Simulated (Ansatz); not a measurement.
# TePb: the cost of one run

Program: Ansatz 0.2.0. Level of theory: DFT PBEsol, scalar-relativistic. These are calculated values, not measurements.

## (1) Starting point

It takes space group Fm-3m (No. 225, cubic). The conventional cell has a = 6.454 Å, b = 6.454 Å, c = 6.454 Å, α = 90.00°, β = 90.00°, γ = 90.00°. Te (site symmetry m-3m) has 6 Pb at 3.23 Å as nearest neighbours. Pb (site symmetry m-3m) has 6 Te at 3.23 Å as nearest neighbours.

Structure file:

```xyz
2
Lattice="0.0000 3.2270 3.2270 3.2270 0.0000 3.2270 3.2270 3.2270 0.0000" Properties=species:S:1:pos:R:3 pbc="T T T"
Te    3.2270    3.2270    3.2270
Pb    0.0000    0.0000    0.0000
```

Atoms are numbered in the order of the input: Te1, Pb2.

## (2) Volume × 0.94, LAPW

File input.yaml:

```yaml
crystal:
  lattice:
    - [0.0, 3.1611243728, 3.1611243728]
    - [3.1611243728, 0.0, 3.1611243728]
    - [3.1611243728, 3.1611243728, 0.0]
  atoms:
    - { symbol: Te, position: [0.5, 0.5, 0.5] }
    - { symbol: Pb, position: [0.0, 0.0, 0.0] }
kpoints:
  mp_grid: { grid: [10, 10, 10] }
  band_path:
    path:
      - [0.0, 0.0, 0.0]
      - [0.5, 0.0, 0.5]
      - [0.625, 0.25, 0.625]
      - [0.375, 0.375, 0.75]
      - [0.0, 0.0, 0.0]
      - [0.5, 0.5, 0.5]
      - [0.5, 0.25, 0.75]
      - [0.5, 0.0, 0.5]
    npoints: 5
scf:
  occupations: { method: fermi_dirac, width: 0.03 }
hamiltonian:
  xc: pbesol
  pseudopotentials: { kind: all_electron, lapw: { basis_error: 0.0005 } }
output:
  forces: true
  stress: true
  eigenvalues: true
```

The run is started by

```console
> ansatz run input.yaml --threads 1 --pin off --max-ram 3072MiB --backend cpu --events-out ev --progress --plain --runs-dir out
```

Q: Estimate wall time and peak memory on 1 thread of Arm Neoverse V1, shared host.

About 25 s, with a peak of 0.39 GiB.
